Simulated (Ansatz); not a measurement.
# GaAs (F-43m) in Ansatz: settings compared, part 2 of 2

Ansatz 0.2.0.

## Step 3: Band structure, revPBE

Contents of input.yaml:

```yaml
crystal:
  lattice:
    - [0.0, 2.82685, 2.82685]
    - [2.82685, 0.0, 2.82685]
    - [2.82685, 2.82685, 0.0]
  atoms:
    - { symbol: As, position: [0.75, 0.75, 0.75] }
    - { symbol: Ga, position: [0.0, 0.0, 0.0] }
hamiltonian:
  xc: revpbe
  pseudopotentials: { kind: paw }
kpoints:
  mp_grid: { grid: [8, 8, 8] }
  band_path:
    path:
      - [[0.0, 0.0, 0.0], [0.5, 0.0, 0.5], [0.5, 0.25, 0.75], [0.375, 0.375, 0.75], [0.0, 0.0, 0.0], [0.5, 0.5, 0.5], [0.625, 0.25, 0.625], [0.5, 0.25, 0.75], [0.5, 0.5, 0.5], [0.375, 0.375, 0.75]]
      - [[0.625, 0.25, 0.625], [0.5, 0.0, 0.5]]
    npoints: 14
scf:
  occupations: { method: fermi_dirac, width: 0.05 }
  n_extra_bands: 6
output:
  forces: true
  stress: true
  eigenvalues: true
  fatbands: true
  write_density: true
  write_potential: true
  elf: true
  volumetric_format: npy
```

Potentials or basis: Ansatz PAW.

The run is started by

```sh
ansatz run input.yaml --threads 2 --pin off --max-ram 5120MiB --backend cpu --events-out ev --progress --plain --runs-dir out
```

Wall time 5.6 s (2 threads of Arm Neoverse V1, shared host); peak memory 0.33 GiB.

It converged, with:

```yaml
Free_energy: -8647.9825 eV
Pressure: 4.7 GPa
Band_gap_on_the_k_mesh: 0.61 eV, direct
Band_gap_along_the_path: 0.61 eV, direct
```

Levels at the corners of the path, in eV from the valence-band top:
| point | band 11 | band 12 | band 13 | band 14 | band 15 | band 16 | band 17 | band 18 |
| --- | --- | --- | --- | --- | --- | --- | --- | --- |
| Γ | -12.70 | 0.00 | 0.00 | 0.00 | 0.61 | 3.76 | 3.76 | 3.76 |
| X | -10.20 | -6.78 | -2.67 | -2.67 | 1.54 | 1.72 | 10.22 | 10.22 |
| W | -10.14 | -6.60 | -3.51 | -3.32 | 4.65 | 4.78 | 5.46 | 6.11 |
| K | -10.24 | -6.60 | -3.83 | -2.25 | 2.03 | 4.69 | 8.02 | 8.09 |
| Γ | -12.70 | 0.00 | 0.00 | 0.00 | 0.61 | 3.76 | 3.76 | 3.76 |
| L | -10.94 | -6.60 | -1.14 | -1.14 | 1.07 | 4.67 | 4.67 | 7.88 |
| U | -10.24 | -6.60 | -3.83 | -2.25 | 2.03 | 4.69 | 8.02 | 8.09 |
| W | -10.14 | -6.60 | -3.51 | -3.32 | 4.65 | 4.78 | 5.46 | 6.11 |
| L | -10.94 | -6.60 | -1.14 | -1.14 | 1.07 | 4.67 | 4.67 | 7.88 |
| K | -10.24 | -6.60 | -3.83 | -2.25 | 2.03 | 4.69 | 8.02 | 8.09 |
| U | -10.24 | -6.60 | -3.83 | -2.25 | 2.03 | 4.69 | 8.02 | 8.09 |
| X | -10.20 | -6.78 | -2.67 | -2.67 | 1.54 | 1.72 | 10.22 | 10.22 |

Caveat: the PAW data sets come from PBE, with cores solved anew for the run's functional, which leaves a small shift of forces and pressure.

## Step 4: Single point, BLYP, 21.23 Å³/atom (volume scaled by 0.94)

Contents of input.yaml:

```yaml
crystal:
  lattice:
    - [0.0, 2.7691429914, 2.7691429914]
    - [2.7691429914, 0.0, 2.7691429914]
    - [2.7691429914, 2.7691429914, 0.0]
  atoms:
    - { symbol: As, position: [0.75, 0.75, 0.75] }
    - { symbol: Ga, position: [0.0, 0.0, 0.0] }
hamiltonian:
  xc: blyp
  pseudopotentials: { kind: paw }
kpoints:
  mp_grid: { grid: [8, 8, 8] }
scf:
  occupations: { method: fermi_dirac, width: 0.05 }
output:
  forces: true
  stress: true
  eigenvalues: true
  write_density: true
  write_potential: true
  elf: true
  volumetric_format: npy
```

The run is started by

```sh
ansatz run input.yaml --threads 2 --pin off --max-ram 5120MiB --backend cpu --events-out ev --progress --plain --runs-dir out
```

It took 2 s on 2 threads of Arm Neoverse V1, shared host; peak memory 0.31 GiB.

It converged, with:

```
Free energy            : -8660.1307 eV
Pressure               : 12.5 GPa
Band gap on the k mesh : 0.84 eV, direct
```

Caveat: the PAW data sets come from PBE, with cores solved anew for the run's functional, which leaves a small shift of forces and pressure.

## Step 5: Single point, BLYP, 21.69 Å³/atom (volume scaled by 0.96)

Contents of input.yaml:

```yaml
crystal:
  lattice:
    - [0.0, 2.7886446409, 2.7886446409]
    - [2.7886446409, 0.0, 2.7886446409]
    - [2.7886446409, 2.7886446409, 0.0]
  atoms:
    - { symbol: As, position: [0.75, 0.75, 0.75] }
    - { symbol: Ga, position: [0.0, 0.0, 0.0] }
hamiltonian:
  xc: blyp
  pseudopotentials: { kind: paw }
kpoints:
  mp_grid: { grid: [8, 8, 8] }
scf:
  occupations: { method: fermi_dirac, width: 0.05 }
output:
  forces: true
  stress: true
  eigenvalues: true
```

The run is started by

```sh
ansatz run input.yaml --threads 2 --pin off --max-ram 5120MiB --backend cpu --events-out ev --progress --plain --runs-dir out
```

It took 1.4 s on 2 threads of Arm Neoverse V1, shared host; peak memory 0.3 GiB.

It converged, with:

```
Free energy            : -8660.1953 eV
Pressure               : 10.4 GPa
Band gap on the k mesh : 0.67 eV, direct
```

Caveat: the PAW data sets come from PBE, with cores solved anew for the run's functional, which leaves a small shift of forces and pressure.

## Step 6: Single point, BLYP, 22.14 Å³/atom (volume scaled by 0.98)

input.yaml, as its differences from that of step 5:

```diff
@@ -2,5 +2,5 @@
   lattice:
-    - [0.0, 2.7886446409, 2.7886446409]
-    - [2.7886446409, 0.0, 2.7886446409]
-    - [2.7886446409, 2.7886446409, 0.0]
+    - [0.0, 2.8078772807, 2.8078772807]
+    - [2.8078772807, 0.0, 2.8078772807]
+    - [2.8078772807, 2.8078772807, 0.0]
   atoms:
```

Potentials or basis: Ansatz PAW.

The run is started by

```sh
ansatz run input.yaml --threads 2 --pin off --max-ram 5120MiB --backend cpu --events-out ev --progress --plain --runs-dir out
```

Run time: 1.4 s. Hardware: 2 threads of Arm Neoverse V1, shared host; peak memory 0.3 GiB.

Results (log left out):

```
Free energy            : -8660.2485 eV
Pressure               : 8.5 GPa
Band gap on the k mesh : 0.51 eV, direct
```

Caveat: the PAW data sets come from PBE, with cores solved anew for the run's functional, which leaves a small shift of forces and pressure.

## Step 7: Single point, BLYP, 22.59 Å³/atom

input.yaml, as its differences from that of step 6:

```diff
@@ -2,5 +2,5 @@
   lattice:
-    - [0.0, 2.8078772807, 2.8078772807]
-    - [2.8078772807, 0.0, 2.8078772807]
-    - [2.8078772807, 2.8078772807, 0.0]
+    - [0.0, 2.82685, 2.82685]
+    - [2.82685, 0.0, 2.82685]
+    - [2.82685, 2.82685, 0.0]
   atoms:
```

The run is started by

```sh
ansatz run input.yaml --threads 2 --pin off --max-ram 5120MiB --backend cpu --events-out ev --progress --plain --runs-dir out
```

Run time: 1.4 s. Hardware: 2 threads of Arm Neoverse V1, shared host; peak memory 0.3 GiB.

It converged, with:

```yaml
Free_energy: -8660.2917 eV
Pressure: 6.8 GPa
Band_gap_on_the_k_mesh: 0.35 eV, direct
```

Caveat: the PAW data sets come from PBE, with cores solved anew for the run's functional, which leaves a small shift of forces and pressure.

## Step 8: Single point, BLYP, 23.04 Å³/atom (volume scaled by 1.02)

input.yaml, as its differences from that of step 7:

```diff
@@ -2,5 +2,5 @@
   lattice:
-    - [0.0, 2.82685, 2.82685]
-    - [2.82685, 0.0, 2.82685]
-    - [2.82685, 2.82685, 0.0]
+    - [0.0, 2.8455714065, 2.8455714065]
+    - [2.8455714065, 0.0, 2.8455714065]
+    - [2.8455714065, 2.8455714065, 0.0]
   atoms:
```

The run is started by

```sh
ansatz run input.yaml --threads 2 --pin off --max-ram 5120MiB --backend cpu --events-out ev --progress --plain --runs-dir out
```

Wall time 1.4 s (2 threads of Arm Neoverse V1, shared host); peak memory 0.3 GiB.

The run converged. Its results:

```yaml
Free_energy: -8660.3258 eV
Pressure: 5.3 GPa
Band_gap_on_the_k_mesh: 0.20 eV, direct
```

Caveat: the PAW data sets come from PBE, with cores solved anew for the run's functional, which leaves a small shift of forces and pressure.

## Step 9: Single point, BLYP, 23.49 Å³/atom (volume scaled by 1.04)

input.yaml, as its differences from that of step 8:

```diff
@@ -2,5 +2,5 @@
   lattice:
-    - [0.0, 2.8455714065, 2.8455714065]
-    - [2.8455714065, 0.0, 2.8455714065]
-    - [2.8455714065, 2.8455714065, 0.0]
+    - [0.0, 2.8640496607, 2.8640496607]
+    - [2.8640496607, 0.0, 2.8640496607]
+    - [2.8640496607, 2.8640496607, 0.0]
   atoms:
@@ -19 +19,5 @@
   eigenvalues: true
+  write_density: true
+  write_potential: true
+  elf: true
+  volumetric_format: npy
```

Potentials or basis: Ansatz PAW.

The run is started by

```sh
ansatz run input.yaml --threads 2 --pin off --max-ram 5120MiB --backend cpu --events-out ev --progress --plain --runs-dir out
```

Run time: 1.9 s. Hardware: 2 threads of Arm Neoverse V1, shared host; peak memory 0.32 GiB.

The run converged. Its results:

- Free energy: -8660.3518 eV
- Pressure: 4.0 GPa
- Band gap on the k mesh: none (metal or under the smearing width)

Caveat: the PAW data sets come from PBE, with cores solved anew for the run's functional, which leaves a small shift of forces and pressure.

## Step 10: Single point, BLYP, 23.94 Å³/atom (volume scaled by 1.06)

input.yaml, as its differences from that of step 9:

```diff
@@ -2,5 +2,5 @@
   lattice:
-    - [0.0, 2.8640496607, 2.8640496607]
-    - [2.8640496607, 0.0, 2.8640496607]
-    - [2.8640496607, 2.8640496607, 0.0]
+    - [0.0, 2.8822925071, 2.8822925071]
+    - [2.8822925071, 0.0, 2.8822925071]
+    - [2.8822925071, 2.8822925071, 0.0]
   atoms:
```

The run is started by

```sh
ansatz run input.yaml --threads 2 --pin off --max-ram 5120MiB --backend cpu --events-out ev --progress --plain --runs-dir out
```

It took 1.9 s on 2 threads of Arm Neoverse V1, shared host; peak memory 0.32 GiB.

The run converged. Its results:

* Free energy: -8660.3707 eV
* Pressure: 2.7 GPa
* Band gap on the k mesh: none (metal or under the smearing width)

Caveat: the PAW data sets come from PBE, with cores solved anew for the run's functional, which leaves a small shift of forces and pressure.

## Step 11: Equation of state, BLYP

This step only gathers the single runs of the series.

Results:

```yaml
Equilibrium_volume: "25.21 Å³/atom (rough: see the caveat)"
Bulk_modulus: 47 GPa (rough)
```

Energy against volume, from the lowest point:
| volume (Å³/atom) | energy (meV/atom) |
| --- | --- |
| 21.234 | 119.99 |
| 21.686 | 87.71 |
| 22.138 | 61.08 |
| 22.590 | 39.49 |
| 23.041 | 22.45 |
| 23.493 | 9.43 |
| 23.945 | 0.00 |

Caveat: the potentials were made for another functional, which shifts forces and pressure; the minimum lies outside the volumes run.

## Step 12: Summary

```csv
task,level,k mesh,smearing,atoms under strain,points for each segment of the path,gap on the mesh (eV),pressure (GPa)
elastic constants,PBEsol,7 × 7 × 7,fixed,relaxed,-,0.44,0.2
band structure,revPBE,8 × 8 × 8,fermi-dirac 0.05 eV,-,14,0.61,4.7
equation of state,BLYP,8 × 8 × 8,fermi-dirac 0.05 eV,-,-,-,-
```

Alike in all rows: potentials or basis Ansatz PAW; no spin polarisation; cell as given; cutoff (eV) 420.

Caveats: the PAW data sets come from PBE, with cores solved anew for the run's functional, which leaves a small shift of forces and pressure (some runs); odd divisions of the mesh miss points on the zone boundary, where band edges often lie, so the gap on the mesh can be too wide (some runs); the potentials were made for another functional, which shifts forces and pressure (some runs); the minimum lies outside the volumes run (some runs).

Absolute energies hang on the potentials; compare differences alone.

## Step 13: How close it comes

Step 2. Measured gap of GaAs: 1.418 eV (direct; 300 K; “Evidence of valence band perturbations in GaAsN/GaAs(001): A combined variable-angle spectroscopic ellipsometry and modulated photoreflectance investigation”, 2008, arxiv:0805.2212). This calculation gives 0.44 eV (-0.98 eV). 3 values of this kind are on record (1.412 to 1.51 eV); this one was drawn at random among those near their median, those with a stated uncertainty first. Spin-orbit coupling on As, Ga is left out. The value is that of PBEsol, without temperature or zero-point motion. Semilocal functionals fall short of measured gaps as a rule.

Step 3. Against the measured gap of GaAs, 1.418 eV (direct; 300 K; “Evidence of valence band perturbations in GaAsN/GaAs(001): A combined variable-angle spectroscopic ellipsometry and modulated photoreflectance investigation”, 2008, arxiv:0805.2212), the calculated 0.61 eV is off by -0.81 eV. 3 values of this kind are on record (1.412 to 1.51 eV); this one was drawn at random among those near their median, those with a stated uncertainty first. Spin-orbit coupling on As, Ga is left out. The value is that of revPBE, without temperature or zero-point motion. Semilocal functionals fall short of measured gaps as a rule.
